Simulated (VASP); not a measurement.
# AlNi (P4/mmm) in VASP: further runs

The runs below take AlNi through single point, with PBE.

Everything below comes from runs of VASP 6.6.1. Logs are shortened: lines on timing, memory, paths and dates and some standing lists are left out, and cuts for length are marked.

## 1. Starting point

Symmetry: P4/mmm, No. 123, tetragonal system. The conventional cell has a = 3.130 Å, b = 3.130 Å, c = 2.441 Å, α = 90.00°, β = 90.00°, γ = 90.00°. Around Al (site symmetry 4/mmm) lie 2 Al at 2.44 Å and 8 Ni at 2.53 Å. Ni (site symmetry 4/mmm) has 2 Ni at 2.44 Å and 8 Al at 2.53 Å as nearest neighbours.

## 2. Single point, PBE

INCAR

```
SYSTEM = AlNi
ALGO = Fast ; EDIFF = 1E-6
ENCUT = 520 ; GGA = PE
ISIF = 2 ; ISMEAR = 0
LASPH = .True. ; LCHARG = .False.
LREAL = .False. ; LWAVE = .False.
NBANDS = 14 ; NELM = 100
PREC = Accurate ; SIGMA = 0.15
```

KPOINTS

```
k-points
0
Gamma
  18 18 18
  0 0 0
```

POSCAR

```
AlNi
1.0
    3.1297649604      0.0000000000      0.0000000000
    0.0000000000      3.1297649604      0.0000000000
    0.0000000000      0.0000000000      2.4412166691
Al Ni
1 1
Direct
    0.0000000000      0.0000000000      0.0000000000
    0.5000000000      0.5000000000      0.5000000000
```

Potentials or basis: VASP PAW PBE potentials, release 64 (Al, Ni).

The run is started by

```bash
> cat potpaw_PBE.64/Al/POTCAR potpaw_PBE.64/Ni/POTCAR > POTCAR
> mpirun -np 1 vasp_std > vasp.out
```

OUTCAR:

```text
SYSTEM = AlNi
   EDIFF = 1E-6
   ENCUT = 520
   GGA = PE
   ISIF = 2
   ISMEAR = 0
   LASPH = .True.
   LREAL = .False.
   NELM = 100
   PREC = Accurate

 ion  position               nearest neighbor table
   1  0.000  0.000  0.000-   2 2.53   2 2.53   2 2.53   2 2.53   2 2.53   2 2.53   2 2.53   2 2.53

   2  0.500  0.500  0.500-   1 2.53   1 2.53   1 2.53   1 2.53   1 2.53   1 2.53   1 2.53   1 2.53

  LATTYP: Found a simple tetragonal cell.
 ALAT       =     3.1297649604
 C/A-ratio  =     0.7800000000

  Lattice vectors:

 A1 = (   3.1297649604,   0.0000000000,   0.0000000000)
 A2 = (   0.0000000000,   3.1297649604,   0.0000000000)
 A3 = (   0.0000000000,   0.0000000000,   2.4412166691)

Analysis of symmetry for initial positions (statically):
=====================================================================
 Subroutine PRICEL returns:
 Original cell was already a primitive cell.

 Routine SETGRP: Setting up the symmetry group for a
 simple tetragonal supercell.

 Subroutine GETGRP returns: Found 16 space group operations
 (whereof 16 operations were pure point group operations)
 out of a pool of 16 trial point group operations.

The static configuration has the point symmetry D_4h.

Analysis of symmetry for dynamics (positions and initial velocities):
=====================================================================
 Subroutine PRICEL returns:
 Original cell was already a primitive cell.

 Routine SETGRP: Setting up the symmetry group for a
 simple tetragonal supercell.

 Subroutine GETGRP returns: Found 16 space group operations
 (whereof 16 operations were pure point group operations)
 out of a pool of 16 trial point group operations.

The dynamic configuration has the point symmetry D_4h.

 Subroutine INISYM returns: Found 16 space group operations
 (whereof 16 operations are pure point group operations),
 and found     1 'primitive' translations

----------------------------------------------------------------------------------------

                                     Primitive cell

  volume of cell :      23.9128

  direct lattice vectors                    reciprocal lattice vectors
     3.129764960  0.000000000  0.000000000     0.319512811  0.000000000  0.000000000
     0.000000000  3.129764960  0.000000000     0.000000000  0.319512811  0.000000000
     0.000000000  0.000000000  2.441216669     0.000000000  0.000000000  0.409631809

  length of vectors
     3.129764960  3.129764960  2.441216669     0.319512811  0.319512811  0.409631809

  position of ions in fractional coordinates (direct lattice)
     0.000000000  0.000000000  0.000000000
     0.500000000  0.500000000  0.500000000

  ion indices of the primitive-cell ions
   primitive index   ion index
                 1           1
                 2           2

----------------------------------------------------------------------------------------

 KPOINTS: k-points

Automatic generation of k-mesh.
 Grid dimensions read from file:
 generate k-points for:   18   18   18

 Generating k-lattice:

  Cartesian coordinates                     Fractional coordinates (reciprocal lattice)
     0.017750712  0.000000000  0.000000000     0.055555556  0.000000000  0.000000000
     0.000000000  0.017750712  0.000000000     0.000000000  0.055555556  0.000000000
     0.000000000  0.000000000  0.022757323     0.000000000  0.000000000  0.055555556

  Length of vectors
     0.017750712  0.017750712  0.022757323

  Shift w.r.t. Gamma in fractional coordinates (k-lattice)
     0.000000000  0.000000000  0.000000000

 Subroutine IBZKPT returns following result:
 ===========================================

 Found    550 irreducible k-points:

 Following reciprocal coordinates:
            Coordinates               Weight
  0.000000  0.000000  0.000000      1.000000
  0.055556  0.000000  0.000000      4.000000
  0.111111  0.000000  0.000000      4.000000
  0.166667  0.000000  0.000000      4.000000
  0.222222  0.000000  0.000000      4.000000
  0.277778  0.000000  0.000000      4.000000
[... 16 lines left out ...]
  0.277778  0.111111  0.000000      8.000000
  0.333333  0.111111  0.000000      8.000000
 [... further k-points ...]
   k-points           NKPTS =    550   k-points in BZ     NKDIM =    550   number of bands    NBANDS=     14
   number of dos      NEDOS =    301   number of ions     NIONS =      2
   total plane-waves  NPLWV =  10368
   dimension x,y,z NGX =    24 NGY =   24 NGZ =   18
   dimension x,y,z NGXF=    48 NGYF=   48 NGZF=   36
   ions per type =               1   1
   NGX,Y,Z   is equivalent  to a cutoff of  12.75, 12.75, 12.26 a.u.
   NGXF,Y,Z  is equivalent  to a cutoff of  25.50, 25.50, 24.52 a.u.
 SYSTEM =  AlNi
   PREC   = accura    normal or accurate (medium, high low for compatibility)
   ISTART =      0    job   : 0-new  1-cont  2-samecut
   ICHARG =      2    charge: 1-file 2-atom 10-const
   ISPIN  =      1    spin polarized calculation?
   LNONCOLLINEAR =      F non collinear calculations
   LSORBIT =      F    spin-orbit coupling
   LASPH  =      T    aspherical Exc in radial PAW
   ENCUT  =  520.0 eV  38.22 Ry    6.18 a.u.   5.82  5.82  4.54*2*pi/ulx,y,z
   NELM   =    100;   NELMIN=  2; NELMDL= -5     # of ELM steps
   EDIFF  = 0.1E-05   stopping-criterion for ELM
   LREAL  =      F    real-space projection
   EDIFFG = 0.1E-04   stopping-criterion for IOM
   NSW    =      0    number of steps for IOM
   IBRION =     -1    ionic relax: 0-MD 1-quasi-New 2-CG
   NFREE  =      0    steps in history (QN), initial steepest desc. (CG)
   ISIF   =      2    stress and relaxation
   ISYM   =      2    0-nonsym 1-usesym 2-fastsym
   POTIM  = 0.5000    time-step for ionic-motion
   TEBEG  =    0.0;   TEEND  =   0.0 temperature during run
   PSTRESS=    0.0 pullay stress
   NELECT =      13.0000    total number of electrons
   NUPDOWN=      -1.0000    fix difference up-down
   EMIN   =  10.00;   EMAX   =-10.00  energy-range for DOS
   EFERMI =   0.00;   METHOD = LEGACY
   ISMEAR =     0;   SIGMA  =   0.15  broadening in eV -4-tet -1-fermi 0-gaus
   EFERMI_NEDOS =   21; number of points for ismear=-14 and -15
   IALGO  =     68    algorithm
   IMIX   =      4    mixing-type and parameters
     AMIX     =   0.40;   BMIX     =  1.00
     AMIX_MAG =   1.60;   BMIX_MAG =  1.00
  volume/ion in A,a.u.               =      11.96        80.69
  Fermi-wavevector in a.u.,A,eV,Ry     =   1.336122  2.524904 24.289410  1.785221
  Thomas-Fermi vector in A             =   2.464773
   LORBIT       =      0    0 simple, 1 ext, 2 COOP (PROOUT), +10 PAW based schemes
   GGA     = PE    functional components
   LHFCALC =     F    Hartree Fock is set to
   AEXX    =    0.0000 exact exchange contribution
   IVDW    =     0    specifies the selected vdW correction
   LEPSILON=     F    determine dielectric tensor
   LRPA    =     F    only Hartree local field effects (RPA)
 non-spin polarized calculation
 RMM-DIIS sequential band-by-band and
 Gauss-broadening in eV      SIGMA  =   0.15
  energy-cutoff  :      520.00
  volume of cell :       23.91
 maximum number of plane-waves:       660
 NGX is ok and might be reduce to    24

 number of electron      13.0000000 magnetization

 Free energy of the ion-electron system (eV)
  ---------------------------------------------------
  ext. energy  EPLUGINS =         0.00000000
  ---------------------------------------------------
  free energy    TOTEN  =       -10.12355595 eV

  energy without entropy =      -10.11562759  energy(sigma->0) =      -10.11959177

 E-fermi :  10.0184     XC(G=0): -12.0393

 val. band max:       10.0028872691   @ k =   0.3889   0.3889   0.2222
 cond. band min:      10.0193174240   @ k =   0.3889   0.2222   0.3333
 fundamental gap:      0.0164301548
 Fermi energy:        10.0183536585

 k-point     1 :       0.0000    0.0000    0.0000
  band No.  band energies     occupation
      1      -1.1562      2.00000
      2       6.5735      2.00000
      3       6.6694      2.00000
      4       8.0304      2.00000
      5       8.8655      2.00000
      6       8.8655      2.00000
      7      12.7702      0.00000
      8      12.7702      0.00000
      9      16.7256      0.00000
     10      17.0069      0.00000
     11      22.6026      0.00000
     12      26.2509      0.00000
     13      27.2782      0.00000
     14      28.7110      0.00000

 k-point     2 :       0.0556    0.0000    0.0000
  band No.  band energies     occupation
      1      -1.1082      2.00000
      2       6.5695      2.00000
      3       6.6617      2.00000
      4       8.0007      2.00000
      5       8.8591      2.00000
      6       8.8665      2.00000
      7      12.3713      0.00000
      8      12.8473      0.00000
      9      16.8333      0.00000
     10      17.3799      0.00000
     11      22.6534      0.00000
     12      26.1818      0.00000
     13      26.3903      0.00000
     14      28.5296      0.00000

 k-point     3 :       0.1111    0.0000    0.0000
  band No.  band energies     occupation
      1      -0.9646      2.00000
      2       6.5244      2.00000
      3       6.6596      2.00000
      4       7.9189      2.00000
      5       8.8406      2.00000
      6       8.8691      2.00000
      7      11.5207      0.00000
      8      13.0718      0.00000
      9      16.8604      0.00000
     10      18.4533      0.00000
     11      22.8051      0.00000
     12      25.1013      0.00000
     13      25.9270      0.00000
     14      28.2277      0.00000
[... 324 lines left out ...]
 k-point    23 :       0.2778    0.1111    0.0000
  band No.  band energies     occupation
      1       0.2041      2.00000
      2       5.6832      2.00000
      3       6.7337      2.00000
      4       7.3990      2.00000
      5       8.7463      2.00000
      6       8.8589      2.00000
      7       9.4706      2.00000
      8      12.9168      0.00000
      9      18.1228      0.00000
     10      20.2709      0.00000
     11      22.7802      0.00000
     12      24.0246      0.00000
     13      26.0629      0.00000
     14      29.0780      0.00000

 k-point    24 :       0.3333    0.1111    0.0000
  band No.  band energies     occupation
      1       0.7018      2.00000
      2       5.0436      2.00000
      3       6.7875      2.00000
      4       7.3157      2.00000
      5       8.7130      2.00000
      6       8.8640      2.00000
      7       9.1050      2.00000
      8      13.4322      0.00000
      9      17.6055      0.00000
     10      19.9750      0.00000
     11      23.9072      0.00000
     12      24.5358      0.00000
     13      25.5362      0.00000
     14      29.0731      0.00000

 [... further k-points ...]

------------------------ aborting loop because EDIFF is reached ----------------------------------------

  FORCE on cell =-STRESS in cart. coord.  units (eV):
  Direction    XX          YY          ZZ          XY          YZ          ZX
  --------------------------------------------------------------------------------------
  -------------------------------------------------------------------------------------
  Total       -1.0297922     -1.0297922      5.7531548      0.0000000      0.0000000      0.0000000
  in kB      -68.9970330    -68.9970330    385.4666995      0.0000000      0.0000000      0.0000000
  external PRESSURE =      82.4908778 kB  Pullay stress =       0.0000000 kB

 VOLUME and BASIS-vectors are now :
 -----------------------------------------------------------------------------
  energy-cutoff  :      520.00
  volume of cell :       23.91
      direct lattice vectors                 reciprocal lattice vectors
     3.129764960  0.000000000  0.000000000     0.319512811  0.000000000  0.000000000
     0.000000000  3.129764960  0.000000000     0.000000000  0.319512811  0.000000000
     0.000000000  0.000000000  2.441216669     0.000000000  0.000000000  0.409631809

 POSITION                                       TOTAL-FORCE (eV/Angst)
 -----------------------------------------------------------------------------------
      0.00000      0.00000      0.00000         0.000000      0.000000      0.000000
      1.56488      1.56488      1.22061         0.000000      0.000000      0.000000
 -----------------------------------------------------------------------------------
    total drift:                                0.000000     -0.000000     -0.000000

  FREE ENERGIE OF THE ION-ELECTRON SYSTEM (eV)
  ---------------------------------------------------
  free  energy   TOTEN  =       -10.1235559485 eV

  energy  without entropy=      -10.1156275938  energy(sigma->0) =      -10.11959177
```

It took 65 s on 1 thread of Intel Xeon Platinum 8488C (Sapphire Rapids), shared host; peak memory 0.29 GiB.

Results:

* Free energy: -10.1236 eV
* Pressure: 8.2 GPa
* Band gap on the k mesh: none (metal or under the smearing width)

Levels at points of the mesh, in eV from the Fermi level:
```csv
k point,band 5,band 6,band 7,band 8,band 9,band 10
"(0.00, 0.00, 0.00)",-1.15,-1.15,2.75,2.75,6.71,6.99
"(0.50, 0.00, 0.00)",-1.36,-1.23,-1.12,6.86,7.09,7.78
"(0.50, 0.50, 0.00)",-1.37,-1.33,-1.33,-0.07,1.02,16.23
"(0.00, 0.00, 0.50)",-2.38,-1.67,0.52,8.29,8.29,8.76
"(0.50, 0.00, 0.50)",-2.17,-1.40,-1.04,2.81,3.19,10.91
"(0.50, 0.50, 0.50)",-0.76,2.20,2.20,2.63,2.73,4.03
```

## 3. Single point, PBE

This run uses another cell than the first one, of the same volume but with other edges.

INCAR

```
SYSTEM = AlNi
ALGO     = Fast           ! electronic algorithm
EDIFF    = 1E-6           ! SCF threshold, eV
ENCUT    = 520            ! plane-wave cutoff, eV
GGA      = PE             ! functional
ISIF     = 2              ! what is computed and relaxed
ISMEAR   = 0              ! smearing method
LASPH    = .True.         ! aspherical terms in the spheres
LCHARG   = .False.        ! write CHGCAR
LREAL    = .False.        ! projectors in reciprocal space
LWAVE    = .False.        ! write WAVECAR
NBANDS   = 14             ! bands
NELM     = 100            ! most SCF steps
PREC     = Accurate       ! precision mode
SIGMA    = 0.15           ! smearing width, eV
```

KPOINTS is that of step 2.

POSCAR

```
AlNi
1.0
    2.5668084192      0.0000000000      0.0000000000
    0.0000000000      2.5668084192      0.0000000000
    0.0000000000      0.0000000000      3.6294671048
Al Ni
1 1
Direct
    0.0000000000      0.0000000000      0.0000000000
    0.5000000000      0.5000000000      0.5000000000
```

Potentials or basis: VASP PAW PBE potentials, release 64 (Al, Ni).

The run is started by

```bash
> cat potpaw_PBE.64/Al/POTCAR potpaw_PBE.64/Ni/POTCAR > POTCAR
> mpirun -np 1 vasp_std > vasp.out
```

Wall time 98 s (1 thread of Intel Xeon Platinum 8488C (Sapphire Rapids), shared host); peak memory 0.29 GiB.

It converged, with:

```yaml
Free_energy: -10.2440 eV
Pressure: 5.1 GPa
Band_gap_on_the_k_mesh: none (metal or under the smearing width)
```

Stress tensor (GPa, compression positive):
```
11.52  0.00  0.00
 0.00 11.52  0.00
 0.00  0.00 -7.74
```

Levels at points of the mesh, in eV from the Fermi level:
| k point | band 4 | band 5 | band 6 | band 7 | band 8 | band 9 | band 10 | band 11 |
| --- | --- | --- | --- | --- | --- | --- | --- | --- |
| (0.00, 0.00, 0.00) | -1.54 | -1.54 | -0.93 | -0.92 | 3.89 | 9.39 | 10.03 | 10.03 |
| (0.50, 0.00, 0.00) | -2.84 | -1.69 | -1.38 | 0.09 | 4.59 | 6.08 | 7.07 | 9.59 |
| (0.50, 0.50, 0.00) | -2.77 | -1.17 | -1.17 | -0.43 | 3.16 | 4.47 | 8.81 | 10.92 |
| (0.00, 0.00, 0.50) | -2.21 | -1.66 | -1.66 | -0.93 | 9.03 | 11.56 | 12.67 | 12.67 |
| (0.50, 0.00, 0.50) | -2.49 | -1.84 | -1.68 | -1.48 | 1.23 | 1.67 | 15.04 | 16.33 |
| (0.50, 0.50, 0.50) | -1.51 | -0.43 | 1.82 | 2.89 | 2.89 | 3.17 | 3.17 | 4.33 |

Spin polarisation is off, so any magnetic state and its effect on volume and gap are missing.
